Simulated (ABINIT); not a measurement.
**BN (Qingsongite): G0W0 on several meshes in ABINIT**

Wanted: mesh dependence and cost of G0W0 for BN (Qingsongite).

Calculated with ABINIT 10.8.3; PBE and many-body steps on it, plane waves.

## Step 1: Starting point

The structure is cubic, space group F-43m (No. 216). Conventional cell: a = 3.615 Å, b = 3.615 Å, c = 3.615 Å, α = 90.00°, β = 90.00°, γ = 90.00°. Nearest to B lie 4 N at 1.57 Å. Nearest to N lie 4 B at 1.57 Å. Farther neighbours and most contacts between anions are not listed.

The cell and positions come from the Crystallography Open Database and are kept as given unless a step says otherwise.

## Step 2: Empty states on the mesh, 8×8×8 mesh, 311 bands

This step: ABINIT 10.8.3; DFT, PBE, plane waves, norm-conserving pseudopotentials.

The sums over transitions need many empty states on a uniform mesh; this step solves for them.

run.abi reads:

```
acell 3*1.0 Angstrom
rprim 
  -0.000000000000 1.807500000000 1.807500000000
  1.807500000000 0.000000000000 1.807500000000
  1.807500000000 1.807500000000 -0.000000000000
ntypat 2
znucl 5 7
natom 2
typat 1 2
xred 
  0.000000000000 0.000000000000 0.000000000000
  0.250000000000 0.250000000000 0.250000000000
pp_dirpath "pseudos"
pseudos "B.upf, N.upf"
ecut 36
ngkpt 8 8 8
nshiftk 1
shiftk 0 0 0
kptopt 1
chksymbreak 0
irdden 1
istwfk *1
nband 311
prtvol 0
optdriver 6
gwr_task "HDIAGO"
paral_kgb 0
occopt 1
indata_prefix "in"
outdata_prefix "out"
tmpdata_prefix "tmp"
```

The run is started by

```
$ OMP_NUM_THREADS=1 mpirun -n 4 abinit run.abi > log
```

The program printed:

```text
.Version 10.8.3 of ABINIT. v10.8.2 released Aug 2026.

 Symmetries : space group F-4 3 m (#216); Bravais cF (face-center cubic)
[... echo of the input left out ...]
== DATASET  1 ==================================================================
-   mpi_nproc: 4, omp_nthreads: 1 (-1 if OMP is not activated)

--- !DatasetInfo
iteration_state: {dtset: 1, }
dimensions: {natom: 2, nkpt: 29, mband: 311, nsppol: 1, nspinor: 1, nspden: 1, mpw: 869, }
cutoff_energies: {ecut:  36.0, pawecutdg:  -1.0, }
[...]
Indirect band gap semiconductor
 Fundamental gap:     4.535 (eV)
   VBM:     8.220 (eV) at k: [ 0.0000E+00,  0.0000E+00,  0.0000E+00]
   CBM:    12.755 (eV) at k: [ 5.0000E-01,  5.0000E-01,  0.0000E+00]
 Direct gap:         8.878 (eV) at k: [ 0.0000E+00,  0.0000E+00,  0.0000E+00]

== END DATASET(S) ==============================================================
================================================================================

 -outvars: echo values of variables after computation  --------
           etotal      0.0000000000E+00
            nband         311
             nkpt          29
          spgroup         216
 [... the other variables as echoed above ...]

 Calculation completed.
```

Wall time 9.7 s (4 MPI ranks of Arm Neoverse V1, shared host); peak memory 0.34 GiB.

Numbers from this step:

- gap: 4.535 eV
- k of the valence top: 0, 0, 0
- k of the conduction bottom: 0.5, 0.5, 0
- least direct gap: 8.878 eV
- k points computed: 29
- lowest point of the top converged band, above the valence top: 469.9290 eV

On this mesh the gap is 4.535 eV.

The density comes from a self-consistent run that is not shown.

## Step 3: Screening, 8×8×8 mesh, 63 bands, screening to 203.5 eV

The RPA dielectric matrix is built and inverted for each q.

This step: RPA screening on PBE, plane waves, norm-conserving pseudopotentials.

run.abi, as its differences from that of step 2:

```diff
@@ -20,10 +20,11 @@
 chksymbreak 0
-irdden 1
 istwfk *1
-nband 311
-prtvol 0
-optdriver 6
-gwr_task "HDIAGO"
-paral_kgb 0
 occopt 1
+irdwfk 1
+optdriver 3
+nband 63
+ecuteps 7.48
+inclvkb 2
+awtr 1
+symchi 1
 indata_prefix "in"
```

The program printed:

```text
.Version 10.8.3 of ABINIT. v10.8.2 released Aug 2026.

 Symmetries : space group F-4 3 m (#216); Bravais cF (face-center cubic)
[... echo of the input left out ...]
== DATASET  1 ==================================================================
-   mpi_nproc: 4, omp_nthreads: 1 (-1 if OMP is not activated)

--- !DatasetInfo
iteration_state: {dtset: 1, }
dimensions: {natom: 2, nkpt: 29, mband: 63, nsppol: 1, nspinor: 1, nspden: 1, mpw: 869, }
cutoff_energies: {ecut:  36.0, pawecutdg:  -1.0, }
electrons: {nelect:   8.00000000E+00, charge:   0.00000000E+00, occopt:   1.00000000E+00, tsmear:   1.00000000E-02, }

 SCREENING: Calculation of the susceptibility and dielectric matrices

 Based on a program developped by R.W. Godby, V. Olevano, G. Onida, and L. Reining.
 Incorporated in ABINIT by V. Olevano, G.-M. Rignanese, and M. Torrent.
.Using double precision arithmetic ; gwpc =  8

[... cell and pseudopotentials left out ...]
--------------------------------------------------------------------------------

 ==== K-mesh for the wavefunctions ====
 Number of points in the irreducible wedge :    29
[... list of points left out ...]
 Together with 24 symmetry operations and time-reversal symmetry
 yields   512 points in the full Brillouin Zone.

 ==== Q-mesh for the screening function ====
 Number of points in the irreducible wedge :    29
[... list of points left out ...]
 Together with 24 symmetry operations and time-reversal symmetry
 yields   512 points in the full Brillouin Zone.

 setmesh: FFT mesh size selected  =    20x   20x   20
          total number of points  =         8000

 vcoul_init : cutoff-mode = AUXILIARY_FUNCTION
 q-points for optical limit:   1
     1)      0.000010    0.000020    0.000030

- screening: taking advantage of time-reversal symmetry
- Maximum band index for partially occupied states nbvw = 4
- Remaining bands to be divided among processors   nbcw = 59
- Number of bands treated by each node ~14

 Number of electrons calculated from density =    8.0000; Expected =    8.0000
 average of density, n =  0.100376
 r_s =    1.3348
 omega_plasma =   30.5612 [eV]

 calculating chi0 at frequencies [eV] :
  1    0.000000E+00    0.000000E+00
  2    0.000000E+00    3.056116E+01

--------------------------------------------------------------------------------
  q-point number  1        q = ( 0.000000, 0.000000, 0.000000) [r.l.u.]
--------------------------------------------------------------------------------
[... chi0 elements left out ...]
 For q-point:  0.000010 0.000020 0.000030
  dielectric constant =   4.3192
  dielectric constant without local fields =   4.6606

  Average fulfillment of the sum rule on Im[epsilon] for q-point    1 :     87.09  [%]
[... wings left out ...]
  q-point number  2        q = ( 0.125000, 0.000000, 0.000000) [r.l.u.]
--------------------------------------------------------------------------------
[... chi0 elements left out ...]
  Average fulfillment of the sum rule on Im[epsilon] for q-point    2 :     97.25  [%]

 [... 27 further q-points ...]
```

It took 38 s on 4 MPI ranks; peak memory 0.62 GiB.

This step gave:

* ε∞ with local fields, on this mesh, along the program's q direction: 4.319
* the same without local fields: 4.661
* plasma frequency: 30.56 eV
* plane waves in the screening matrix: 65

Local fields lower ε∞ by 7 %.

## Step 4: 8×8×8

The self-energy is evaluated for the states that the input lists, and the levels follow from it, in one-shot runs by the linearised quasiparticle equation.

This step: G0W0 on PBE, plane waves, norm-conserving pseudopotentials.

run.abi, as its differences from that of step 3:

```diff
@@ -23,8 +23,19 @@
 irdwfk 1
-optdriver 3
+optdriver 4
 nband 63
+gwcalctyp 0
+ecutsigx 36
+symsigma 1
+nkptgw 3
+kptgw 
+  0.0000000000 0.0000000000 0.0000000000
+  0.5000000000 0.5000000000 0.0000000000
+  0.5000000000 0.0000000000 0.0000000000
+bdgw 
+  2 7
+  3 6
+  3 7
 ecuteps 7.48
-inclvkb 2
-awtr 1
-symchi 1
+irdscr 1
+ppmodel 1
 indata_prefix "in"
```

The program printed:

```text
.Version 10.8.3 of ABINIT. v10.8.2 released Aug 2026.

 Symmetries : space group F-4 3 m (#216); Bravais cF (face-center cubic)
[... echo of the input left out ...]
== DATASET  1 ==================================================================
-   mpi_nproc: 4, omp_nthreads: 1 (-1 if OMP is not activated)

--- !DatasetInfo
iteration_state: {dtset: 1, }
dimensions: {natom: 2, nkpt: 29, mband: 63, nsppol: 1, nspinor: 1, nspden: 1, mpw: 869, }
cutoff_energies: {ecut:  36.0, pawecutdg:  -1.0, }
electrons: {nelect:   8.00000000E+00, charge:   0.00000000E+00, occopt:   1.00000000E+00, tsmear:   1.00000000E-02, }

 SIGMA: Calculation of the GW corrections

 Based on a program developped by R.W. Godby, V. Olevano, G. Onida, and L. Reining.
 Incorporated in ABINIT by V. Olevano, G.-M. Rignanese, and M. Torrent.
.Using double precision arithmetic ; gwpc =  8

[... cell and pseudopotentials left out ...]
--------------------------------------------------------------------------------

 ==== K-mesh for the wavefunctions ====
 Number of points in the irreducible wedge :    29
[... list of points left out ...]
 Together with 24 symmetry operations and time-reversal symmetry
 yields   512 points in the full Brillouin Zone.

 ==== Q-mesh for screening function ====
 Number of points in the irreducible wedge :    29
[... list of points left out ...]
 Together with 24 symmetry operations and time-reversal symmetry
 yields   512 points in the full Brillouin Zone.

 vcoul_init : cutoff-mode = AUXILIARY_FUNCTION
 q-points for optical limit:   1
     1)      0.000010    0.000020    0.000030
 setmesh: FFT mesh size selected  =    25x   25x   25
          total number of points  =        15625

 Number of electrons calculated from density =    8.0000; Expected =    8.0000
 average of density, n =  0.100376
 r_s =    1.3348
 omega_plasma =   30.5612 [eV]

 === KS Band Gaps ===
  >>>> For spin  1
   Minimum direct gap =   8.8782 [eV], located at k-point      :   0.0000  0.0000  0.0000
   Fundamental gap    =   4.5349 [eV], Top of valence bands at :   0.0000  0.0000  0.0000
                                       Bottom of conduction at :   0.5000  0.5000  0.0000
 SIGMA fundamental parameters:
 PLASMON POLE MODEL  1
 number of plane-waves for SigmaX                  869
 number of plane-waves for SigmaC and W             65
 number of plane-waves for wavefunctions           869
 number of bands                                    63
 number of independent spin polarizations            1
 number of spinorial components                      1
 number of k-points in IBZ                          29
 number of q-points in IBZ                          29
 number of symmetry operations                      24
 number of k-points in BZ                          512
 number of q-points in BZ                          512
 number of frequencies for dSigma/dE                 9
 frequency step for dSigma/dE [eV]                0.25
 number of omega for Sigma on real axis              0
 max omega for Sigma on real axis  [eV]           0.00
 zcut for avoiding poles [eV]                     0.10

 EPSILON^-1 parameters (SCR file):
 dimension of the eps^-1 matrix on file             65
 dimension of the eps^-1 matrix used                65
 number of plane-waves for wavefunctions           869
 number of bands                                    63
 number of q-points in IBZ                          29
 number of frequencies                               2
 number of real frequencies                          1
 number of imag frequencies                          1

 matrix elements of self-energy operator (all in [eV])

 Perturbative Calculation

--- !SelfEnergy_ee
iteration_state: {dtset: 1, }
kpoint     : [   0.000,    0.000,    0.000, ]
spin       : 1
KS_gap     :    8.878
QP_gap     :   10.877
Delta_QP_KS:    1.999
data: !SigmaeeData |
     Band     E0 <VxcDFT>   SigX SigC(E0)      Z dSigC/dE  Sig(E)    E-E0       E
        2   8.220 -18.520 -22.080   2.605   0.829  -0.207 -19.311  -0.792   7.429
        3   8.220 -18.520 -22.080   2.605   0.829  -0.207 -19.311  -0.792   7.429
        4   8.220 -18.520 -22.080   2.605   0.829  -0.207 -19.311  -0.792   7.429
        5  17.099 -13.778  -7.152  -5.195   0.843  -0.186 -12.571   1.207  18.305
        6  17.099 -13.778  -7.152  -5.195   0.843  -0.186 -12.571   1.207  18.305
        7  17.099 -13.778  -7.152  -5.195   0.843  -0.186 -12.571   1.207  18.305

--- !SelfEnergy_ee
iteration_state: {dtset: 1, }
kpoint     : [   0.500,    0.500,    0.000, ]
spin       : 1
KS_gap     :    9.442
QP_gap     :   11.368
Delta_QP_KS:    1.926
data: !SigmaeeData |
     Band     E0 <VxcDFT>   SigX SigC(E0)      Z dSigC/dE  Sig(E)    E-E0       E
[...]
--- !SelfEnergy_ee
iteration_state: {dtset: 1, }
kpoint     : [   0.500,    0.000,    0.000, ]
spin       : 1
KS_gap     :   12.154
QP_gap     :   14.049
Delta_QP_KS:    1.896
data: !SigmaeeData |
     Band     E0 <VxcDFT>   SigX SigC(E0)      Z dSigC/dE  Sig(E)    E-E0       E
[...]
5  18.431 -14.677  -8.165  -5.453   0.834  -0.198 -13.794   0.884  19.314
        6  18.999 -13.941  -6.909  -5.500   0.839  -0.192 -12.655   1.286  20.285
        7  18.999 -13.941  -6.909  -5.500   0.839  -0.192 -12.655   1.286  20.285

== END DATASET(S) ==============================================================
================================================================================

 -outvars: echo values of variables after computation  --------
           etotal      0.0000000000E+00
            nband          63
             nkpt          29
          spgroup         216
 [... the other variables as echoed above ...]

 Calculation completed.
```

Elapsed: 5.3 s, on 4 MPI ranks; peak memory 0.57 GiB.

This step gave:

```
G0W0 gap on the points computed              : 5.958 eV
starting gap on the mesh                     : 4.535 eV
k of the valence top                         : 0, 0, 0
k of the conduction bottom                   : 0.5, 0.5, 0
Z at the valence top                         : 0.829
Z at the conduction bottom                   : 0.855
least direct G0W0 gap on the computed points : 10.88 eV
```

The gap on the mesh goes from 4.53 eV to 5.96 eV, a correction of +1.42 eV.

## Step 5: Empty states on the mesh, 6×6×6 mesh, 71 bands

This step: DFT, PBE, plane waves, norm-conserving pseudopotentials.

run.abi reads:

```
acell 3*1.0 Angstrom
rprim 
  -0.000000000000 1.807500000000 1.807500000000
  1.807500000000 0.000000000000 1.807500000000
  1.807500000000 1.807500000000 -0.000000000000
ntypat 2
znucl 5 7
natom 2
typat 1 2
xred 
  0.000000000000 0.000000000000 0.000000000000
  0.250000000000 0.250000000000 0.250000000000
pp_dirpath "pseudos"
pseudos "B.upf, N.upf"
ecut 36
ngkpt 6 6 6
nshiftk 1
shiftk 0 0 0
kptopt 1
chksymbreak 0
irdden 1
istwfk *1
nband 71
prtvol 0
optdriver 6
gwr_task "HDIAGO"
paral_kgb 0
occopt 1
indata_prefix "in"
outdata_prefix "out"
tmpdata_prefix "tmp"
```

The program printed:

```text
[banner, memory and clock lines left out]
.Version 10.8.3 of ABINIT. v10.8.2 released Aug 2026.

 Symmetries : space group F-4 3 m (#216); Bravais cF (face-center cubic)
[... echo of the input left out ...]
== DATASET  1 ==================================================================
-   mpi_nproc: 4, omp_nthreads: 1 (-1 if OMP is not activated)

--- !DatasetInfo
iteration_state: {dtset: 1, }
dimensions: {natom: 2, nkpt: 16, mband: 71, nsppol: 1, nspinor: 1, nspden: 1, mpw: 869, }
cutoff_energies: {ecut:  36.0, pawecutdg:  -1.0, }
[...]
Integrated=    8.0000E+00

 === KS gaps after direct diagonalization ===
 Indirect band gap semiconductor
 Fundamental gap:     4.535 (eV)
   VBM:     8.220 (eV) at k: [ 0.0000E+00,  0.0000E+00,  0.0000E+00]
   CBM:    12.755 (eV) at k: [ 5.0000E-01,  5.0000E-01,  0.0000E+00]
 Direct gap:         8.878 (eV) at k: [ 0.0000E+00,  0.0000E+00,  0.0000E+00]

== END DATASET(S) ==============================================================

 -outvars: echo values of variables after computation  --------
           etotal      0.0000000000E+00
            nband          71
             nkpt          16
          spgroup         216
 [... the other variables as echoed above ...]

 Calculation completed.
```

It took 5.1 s on 4 MPI ranks; peak memory 0.36 GiB; 20 s of CPU time.

Numbers from this step:

```yaml
gap: 4.535 eV
k_of_the_valence_top: 0, 0, 0
k_of_the_conduction_bottom: 0.5, 0.5, 0
least_direct_gap: 8.878 eV
k_points_computed: 16
lowest_point_of_the_top_converged_band_above_the_valence_top: 147.1048 eV
```

On this mesh the gap is 4.535 eV.

## Step 6: Screening, 6×6×6 mesh, 63 bands, screening to 203.5 eV

This step: RPA screening on PBE, plane waves, norm-conserving pseudopotentials.

run.abi, as its differences from that of step 5:

```diff
@@ -20,10 +20,11 @@
 chksymbreak 0
-irdden 1
 istwfk *1
-nband 71
-prtvol 0
-optdriver 6
-gwr_task "HDIAGO"
-paral_kgb 0
 occopt 1
+irdwfk 1
+optdriver 3
+nband 63
+ecuteps 7.48
+inclvkb 2
+awtr 1
+symchi 1
 indata_prefix "in"
```

The program printed:

```text
.Version 10.8.3 of ABINIT. v10.8.2 released Aug 2026.

 Symmetries : space group F-4 3 m (#216); Bravais cF (face-center cubic)
[... echo of the input left out ...]
== DATASET  1 ==================================================================
-   mpi_nproc: 4, omp_nthreads: 1 (-1 if OMP is not activated)

--- !DatasetInfo
iteration_state: {dtset: 1, }
dimensions: {natom: 2, nkpt: 16, mband: 63, nsppol: 1, nspinor: 1, nspden: 1, mpw: 869, }
cutoff_energies: {ecut:  36.0, pawecutdg:  -1.0, }
electrons: {nelect:   8.00000000E+00, charge:   0.00000000E+00, occopt:   1.00000000E+00, tsmear:   1.00000000E-02, }

 SCREENING: Calculation of the susceptibility and dielectric matrices

 Based on a program developped by R.W. Godby, V. Olevano, G. Onida, and L. Reining.
 Incorporated in ABINIT by V. Olevano, G.-M. Rignanese, and M. Torrent.
.Using double precision arithmetic ; gwpc =  8

[... cell and pseudopotentials left out ...]
--------------------------------------------------------------------------------

 ==== K-mesh for the wavefunctions ====
 Number of points in the irreducible wedge :    16
[... list of points left out ...]
 Together with 24 symmetry operations and time-reversal symmetry
 yields   216 points in the full Brillouin Zone.

 ==== Q-mesh for the screening function ====
 Number of points in the irreducible wedge :    16
[... list of points left out ...]
 Together with 24 symmetry operations and time-reversal symmetry
 yields   216 points in the full Brillouin Zone.

 setmesh: FFT mesh size selected  =    20x   20x   20
          total number of points  =         8000

 vcoul_init : cutoff-mode = AUXILIARY_FUNCTION
 q-points for optical limit:   1
     1)      0.000010    0.000020    0.000030

- screening: taking advantage of time-reversal symmetry
- Maximum band index for partially occupied states nbvw = 4
- Remaining bands to be divided among processors   nbcw = 59
- Number of bands treated by each node ~14

 Number of electrons calculated from density =    8.0000; Expected =    8.0000
 average of density, n =  0.100376
 r_s =    1.3348
 omega_plasma =   30.5612 [eV]

 calculating chi0 at frequencies [eV] :
  1    0.000000E+00    0.000000E+00
  2    0.000000E+00    3.056116E+01

--------------------------------------------------------------------------------
  q-point number  1        q = ( 0.000000, 0.000000, 0.000000) [r.l.u.]
--------------------------------------------------------------------------------
[... chi0 elements left out ...]
 For q-point:  0.000010 0.000020 0.000030
  dielectric constant =   4.3977
  dielectric constant without local fields =   4.7426

  Average fulfillment of the sum rule on Im[epsilon] for q-point    1 :     87.01  [%]
[... wings left out ...]
  q-point number  2        q = ( 0.166667, 0.000000, 0.000000) [r.l.u.]
--------------------------------------------------------------------------------
[... chi0 elements left out ...]
  Average fulfillment of the sum rule on Im[epsilon] for q-point    2 :     96.57  [%]

 [... 14 further q-points ...]
```

Wall time 9.2 s (4 MPI ranks); peak memory 0.43 GiB; 36 s of CPU time.

This step gave:

```yaml
eps_infinity_with_local_fields_on_this_mesh_along_the_program_s_q_direction: 4.398
the_same_without_local_fields: 4.743
plasma_frequency: 30.56 eV
plane_waves_in_the_screening_matrix: 65
```

(Continued in part 2 of 3.)

[Paths, hosts, dates, memory and timing lines, banners, echoed tables and standing remarks are left out of the program output.]

[Logs are printed without paths, hosts, clocks, repeated set-up lines and the standing remarks that a program may print on its own settings, such as how far it seeks lower states.]

[Runs of the session that timed out or met a known fault of the program may be left out.]

[Hosts, paths, dates, database ids (printed as entryN), source tags and the programs' standing remarks are cut or masked in the printed files.]

[G0W0 gaps are taken among the corrected bands and points alone; a level outside them can change the order at an edge.]

[Where Ansatz stands beside ABINIT at settings called matched, ABINIT's density can come from a denser mesh and the files from another edition; pairs whose starting gaps differed by over 0.03 eV were left out, so agreement reads better than it is.]
